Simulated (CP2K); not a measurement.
Ti under changes of volume

One of the cells (16.731 Å³/atom); the others are scaled copies at fixed shape and fractional positions:

```
CELL_PARAMETERS angstrom
2.87085 0.00000 0.00000
1.43543 2.48623 0.00000
1.43543 0.82874 2.34404
ATOMIC_POSITIONS crystal
Ti 0.00000 0.00000 0.00000
```

This isn't the form of Ti at room conditions, which is hcp.

```yaml
Program: CP2K 2026.2
Functional: r2SCAN
Potentials_or_basis: POTENTIAL_UZH Ti GTH-SCAN-q12; TZVP-MOLOPT-SCAN-GTH basis
Density_cutoff: 9184 eV
k_mesh: 11 × 11 × 11
Occupations: fermi-dirac, width 0.01 eV
Spin: no spin polarisation
```

```csv
volume (Å³/atom),energy over the lowest point (meV/atom),pressure (GPa)
15.727,57.64,12.5
16.062,34.81,9.4
16.396,18.36,6.5
16.731,?,?
17.065,1.64,1.8
17.400,0.00,-0.2
17.735,2.33,-2.0
```

What does the run at 16.731 Å³/atom give?

Energy over the lowest point 7.60 meV/atom; pressure 4.0 GPa.

Worked out: A Birch-Murnaghan fit of order 3 (a polynomial in V^(-2/3)) to the other rows has its minimum at 17.36 Å³/atom with B0 = V·E''(V) = 97 GPa and B' = 5.6. It gives 7.51 meV/atom at 16.731 Å³/atom, against the run's 7.60, and -dE/dV = 4.0 GPa, against 4.0.

Energies are extrapolated to zero smearing.

Caveats: the basis of atomic orbitals isn't converged, which shifts pressures, moduli and gaps.
